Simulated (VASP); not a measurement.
# KI: K into a neighbouring K vacancy

Aim: the barrier for one hop in KI: K into a neighbouring K vacancy. The start is a cell from a database of measured crystal structures.

Main program and level: VASP 6.6.1; PBEsol; plane waves and PAW (I, K_pv).

This is a report of a sequence of runs, with most program output left out.

## Step 1: The host crystal

The structure is cubic, space group Fm-3m (No. 225). The conventional cell has a = 7.066 Å, b = 7.066 Å, c = 7.066 Å, α = 90.00°, β = 90.00°, γ = 90.00°. Nearest to I lie 6 K at 3.53 Å. Nearest to K lie 6 I at 3.53 Å. Farther neighbours and most contacts between anions are not listed.

As a file:

```xyz
2
Lattice="0.0000 3.5328 3.5328 3.5328 0.0000 3.5328 3.5328 3.5328 0.0000" Properties=species:S:1:pos:R:3 pbc="T T T"
I     3.5328    3.5328    3.5328
K     0.0000    0.0000    0.0000
```

## Step 2: Relax the host

First cell and atoms are relaxed at a raised cutoff, so that later runs start from this functional's own cell.

Contents of INCAR:

```
SYSTEM = KI
PREC = Accurate
ENCUT = 350
EDIFF = 1E-06
NELM = 120
ISMEAR = 0
SIGMA = 0.1
LREAL = .FALSE.
ALGO = Normal
GGA = PS
NBANDS = 13
LORBIT = 11
LWAVE = .FALSE.
LCHARG = .FALSE.
KPAR = 6
LASPH = .TRUE.
IBRION = 2
NSW = 40
ISIF = 3
EDIFFG = -0.02
POTIM = 0.4
```

Contents of POSCAR:

```
KI
1.0
    0.0000000000      3.5327750000      3.5327750000
    3.5327750000      0.0000000000      3.5327750000
    3.5327750000      3.5327750000      0.0000000000
I K
1 1
Direct
    0.5000000000      0.5000000000      0.5000000000
    0.0000000000      0.0000000000      0.0000000000
```

Contents of KPOINTS:

```
Automatic mesh
0
Gamma
5 5 5
0 0 0
```

The projector-augmented-wave data sets are I and K_pv (PBE family, release 64).

Started as:

```
mpirun -np 6 vasp_std
```

Run time: 13 s. Hardware: 6 MPI ranks of AMD EPYC 7R43, shared host; peak memory 0.82 GiB.

The gap is read on the k-mesh alone, so it is an upper bound where the band edges lie off the mesh. The PAW data sets were made with PBE, which is usual practice but a small mismatch for other functionals. The run keeps the 48 symmetry operations of its start, so it cannot find a distortion of lower symmetry.

Relaxation path:

```tsv
step	energy less that of the first step (eV)	largest force (eV/Å)	pressure (GPa)	volume (Å³)
1	0.0000	0.0000	-0.12	88.18
2	-0.0002	0.0000	-0.07	87.84
```

```tsv
conventional cell, symmetrised	before	after	change
a (Å)	7.066	7.056	-0.1 %
b (Å)	7.066	7.056	-0.1 %
c (Å)	7.066	7.056	-0.1 %
volume (Å³/atom)	44.09	43.92	-0.4 %
```

Final coordinates:

```xyz
2
Lattice="0.0000 3.5282 3.5282 3.5282 0.0000 3.5282 3.5282 3.5282 0.0000" Properties=species:S:1:pos:R:3 pbc="T T T"
I     3.5282    3.5282    3.5282
K     0.0000    0.0000    0.0000
```

This step gave:

```yaml
electronic_cycles: 17
electrons: 14
free_energy_toten: -5.775 eV
fermi_energy: -0.9157 eV
metallic: no
gap_on_the_k_mesh: 3.817 eV
least_direct_gap_on_the_k_mesh: 3.817 eV
```

The run ended after 2 ionic steps, 0.000 eV below its first step, once forces and stress met EDIFFG = -0.02.

## Step 3: Relax the start

System of this step: K26I27. The cell holds 53 atoms: 27 I and 26 K. Its edges and angles: a = 14.969 Å, b = 14.969 Å, c = 14.969 Å, α = 60.0°, β = 60.0°, γ = 60.0°. It derives from KI. Nearest the centre at fractional (0.000, 0.000, 0.167): K28 at 2.47 Å, I7 at 2.50 Å, I19 at 2.52 Å, K36 at 4.29 Å, K34 at 4.30 Å, I25 at 4.32 Å, K30 at 4.33 Å, I3 at 4.33 Å. The cell carries charge −1.

A path needs two true minima; the start is relaxed with symmetry off.

This cell carries charge -1, set by NELECT and balanced by a uniform background.

Contents of INCAR:

```
SYSTEM = K26I27
PREC = Normal
ENCUT = 280
EDIFF = 1E-05
NELM = 120
ISMEAR = 0
SIGMA = 0.05
LREAL = Auto
ALGO = Fast
GGA = PS
NELECT = 372
NBANDS = 228
LORBIT = 11
LWAVE = .FALSE.
LCHARG = .FALSE.
NCORE = 6
LASPH = .TRUE.
IBRION = 2
NSW = 60
ISIF = 2
EDIFFG = -0.05
POTIM = 0.4
MAXMIX = 40
ISYM = 0
```

Contents of POSCAR:

```
K26I27
1.0
    0.0000000000     10.5846561690     10.5846561690
   10.5846561690      0.0000000000     10.5846561690
   10.5846561690     10.5846561690      0.0000000000
I K
27 26
Direct
    0.1674285913      0.1665291120      0.1674572122
    0.1691749085      0.1650018620      0.4992024531
    0.1680674148      0.1659547882      0.8330306239
    0.1669321479      0.5007675481      0.1664548901
    0.1667530416      0.4990026474      0.4996058023
    0.1658621239      0.5002519377      0.8342129321
    0.1671700920      0.8328452928      0.1656772695
    0.1691007477      0.8328014857      0.5000110883
    0.1672782852      0.8323914781      0.8291523721
    0.5008060303      0.1662712722      0.1662643208
    0.4965917981      0.1693613735      0.5013070080
    0.4993074832      0.1686120601      0.8352478133
    0.4990867875      0.5012296418      0.1644657957
    0.4980919618      0.5006170625      0.4995889226
    0.4990826552      0.5007316610      0.8324655438
    0.4994650856      0.8329115956      0.1672688222
    0.5005841165      0.8333554686      0.5010997681
    0.5009905305      0.8313953180      0.8337252800
    0.8323541037      0.1693738073      0.1656207244
    0.8318759549      0.1675309234      0.4990978329
    0.8326120070      0.1655321214      0.8345701063
    0.8341271314      0.4983242656      0.1662499891
    0.8322706881      0.4979472160      0.5024977783
    0.8339689061      0.4988022420      0.8350117647
    0.8350495014      0.8320960594      0.1663718841
    0.8307608198      0.8331059102      0.5019202189
    0.8337485631      0.8343830993      0.8320756989
   -0.0028528514      0.0005945578      0.3331046501
   -0.0007976333     -0.0004121242      0.6687487347
    0.0008644841      0.3333539121     -0.0000225606
   -0.0006751140      0.3338292665      0.3344930839
   -0.0008845478      0.3299648298      0.6695460696
   -0.0011844443      0.6651578748      0.0012467989
   -0.0001149304      0.6684112103      0.3322176502
    0.0019023659      0.6670673394      0.6660286843
    0.3307135322     -0.0002415458      0.0009651018
    0.3309211234      0.0011111474      0.3355352535
    0.3338212791      0.0011222005      0.6658170439
    0.3326391602      0.3326772883      0.0007201533
    0.3325420507      0.3353828323      0.3321710961
    0.3281231000      0.3338835584      0.6689959636
    0.3342120526      0.6638966722      0.0039356039
    0.3342770986      0.6641343348      0.3335024411
    0.3339851354      0.6670200972      0.6653570870
    0.6671453331     -0.0008122309      0.0000464009
    0.6662646179     -0.0013937576      0.3331310615
    0.6645661964      0.0000354162      0.6666435607
    0.6651890107      0.3347091399      0.0013771629
    0.6655698632      0.3339983129      0.3336349159
    0.6654365562      0.3323729206      0.6684304097
    0.6643237881      0.6670140550      0.0012272355
    0.6686858442      0.6677223179      0.3305762096
    0.6659087653      0.6633850900      0.6677270359
```

Contents of KPOINTS:

```
Automatic mesh
0
Gamma
1 1 1
0 0 0
```

Started as:

```
mpirun -np 6 vasp_gam
```

Elapsed: 6.8 min, on 6 MPI ranks; peak memory 1.2 GiB.

Step by step:

```tsv
step	energy less that of the first step (eV)	largest force (eV/Å)
1	0.0000	0.2379
2	-0.0228	0.2181
3	-0.0784	0.1584
4	-0.1335	0.0816
5	-0.1352	0.0958
6	-0.1445	0.0764
7	-0.1582	0.0389
```

The atoms that moved most (Å):

```tsv
atom	dx	dy	dz	length
K42	0.042	-0.116	0.015	0.124
I7	0.017	0.105	-0.005	0.106
I21	0.007	-0.102	0.003	0.102
I25	0.010	-0.013	-0.097	0.099
K33	0.053	-0.005	0.078	0.095
K48	-0.081	0.050	0.000	0.095
I19	0.091	0.013	-0.020	0.094
K38	0.049	0.009	-0.075	0.090
```

A gap read on the k-mesh alone can miss the band edges.

This step gave:

```yaml
electronic_cycles: 63
electrons: 372
free_energy_toten: -151.5940 eV
fermi_energy: -1.063 eV
gap_on_the_k_mesh: 3.746 eV
least_direct_gap_on_the_k_mesh: 3.746 eV
```

The run ended after 7 ionic steps, 0.158 eV below its first step, once the forces on the free atoms met EDIFFG = -0.05.

## Step 4: Relax the end

The end state is relaxed in the same way, so that both ends share their errors.

This cell carries charge -1, set by NELECT and balanced by a uniform background.

INCAR is that of step 3.

Contents of POSCAR:

```
K26I27
1.0
    0.0000000000     10.5846561690     10.5846561690
   10.5846561690      0.0000000000     10.5846561690
   10.5846561690     10.5846561690      0.0000000000
I K
27 26
Direct
    0.1672944339      0.1655917176      0.1677386550
    0.1681414598      0.1665148297      0.4989626535
    0.1681008028      0.1656277583      0.8356262410
    0.1670388397      0.4994908390      0.1660564525
    0.1666999231      0.5002954571      0.4999100052
    0.1684860359      0.4970946451      0.8330815709
    0.1696221107      0.8328670131      0.1649162711
    0.1654724010      0.8327661430      0.5014987806
    0.1637089859      0.8341382853      0.8379542870
    0.4993498948      0.1643790645      0.1674811216
    0.5005655060      0.1684182329      0.4985670656
    0.4965688659      0.1701765990      0.8316414188
    0.5027352909      0.4975823498      0.1660280674
    0.5002030298      0.5032518396      0.4977843876
    0.4974377729      0.5032666716      0.8338836461
    0.4994181157      0.8315237616      0.1672040149
    0.4970406135      0.8357332612      0.5011280950
    0.4986883315      0.8341928144      0.8334214181
    0.8326338646      0.1651543628      0.1671139576
    0.8332363714      0.1661330441      0.4997060320
    0.8337144692      0.1677087446      0.8323983727
    0.8328815142      0.4991956964      0.1668602826
    0.8331262477      0.5011873441      0.4978177916
    0.8340474862      0.4999646498      0.8312098642
    0.8306672534      0.8321839547      0.1685767188
    0.8318469071      0.8321510262      0.5019768785
    0.8308792054      0.8336594977      0.8344627138
   -0.0000676235      0.0004504871     -0.0002696013
    0.0026598120     -0.0037985521      0.6674311135
    0.0017040680      0.3309588531     -0.0005347486
   -0.0006842048      0.3339046571      0.3333758386
   -0.0002963593      0.3349121898      0.6655522048
   -0.0003049269      0.6671171485     -0.0013383710
   -0.0014517622      0.6664886740      0.3343522438
   -0.0032225690      0.6679413895      0.6665630459
    0.3320365618      0.0013496674     -0.0012749878
    0.3333700020     -0.0017651903      0.3349948582
    0.3319176280     -0.0032279289      0.6687119280
    0.3290549439      0.3362326792      0.0029582696
    0.3308009998      0.3325033873      0.3357904035
    0.3331240721      0.3326924086      0.6684921880
    0.3331999371      0.6650828975      0.0010516775
    0.3324697978      0.6662548984      0.3345734489
    0.3336083293      0.6647375362      0.6659653823
    0.6665955824      0.0015488546      0.0003433376
    0.6660481112     -0.0008609426      0.3344486477
    0.6674290564     -0.0013475529      0.6692765136
    0.6666228840      0.3324677236     -0.0002544541
    0.6671851109      0.3322651923      0.3330760098
    0.6656134818      0.3349985588      0.6677202326
    0.6668404643      0.6692076224     -0.0007420841
    0.6661546987      0.6664865630      0.3323179438
    0.6654179765      0.6678490443      0.6652675274
```

KPOINTS is that of step 3.

Started as:

```
mpirun -np 6 vasp_gam
```

The job ended after 6.9 min (6 MPI ranks; peak memory 1.2 GiB).

Step by step:

```tsv
step	energy less that of the first step (eV)	largest force (eV/Å)
1	0.0000	0.2124
2	-0.0286	0.2011
3	-0.0979	0.1526
4	-0.1587	0.0733
5	-0.1590	0.0836
6	-0.1677	0.0697
7	-0.1802	0.0395
```

The atoms that moved most (Å):

```tsv
atom	dx	dy	dz	length
I20	0.110	0.010	-0.001	0.110
I19	0.006	-0.093	0.011	0.093
I8	-0.015	0.090	0.000	0.091
I1	0.006	-0.010	0.090	0.091
K34	0.049	-0.002	0.072	0.087
K37	-0.005	-0.069	-0.052	0.086
K28	0.058	0.061	-0.015	0.085
K31	-0.059	0.004	-0.061	0.084
```

This step gave:

- electronic cycles: 74
- free energy (TOTEN): -151.5869 eV
- Fermi energy: -1.062 eV
- gap on the k-mesh: 3.740 eV
- least direct gap on the k-mesh: 3.740 eV

The run ended after 7 ionic steps, 0.180 eV below its first step, once the forces on the free atoms met EDIFFG = -0.05.

(Part 1 of 2 ends here.)

[Lines on the potential files, build, host, timing and source positions are cut from VASP's logs without a mark.]

[Logs are printed without paths, hosts, clocks, repeated set-up lines and the standing remarks that a program may print on its own settings, such as how far it seeks lower states.]

[Hosts, paths, dates, database ids (printed as entryN), source tags and the programs' standing remarks are cut or masked in the printed files.]

[Runs that stopped without an error message from VASP are left out.]
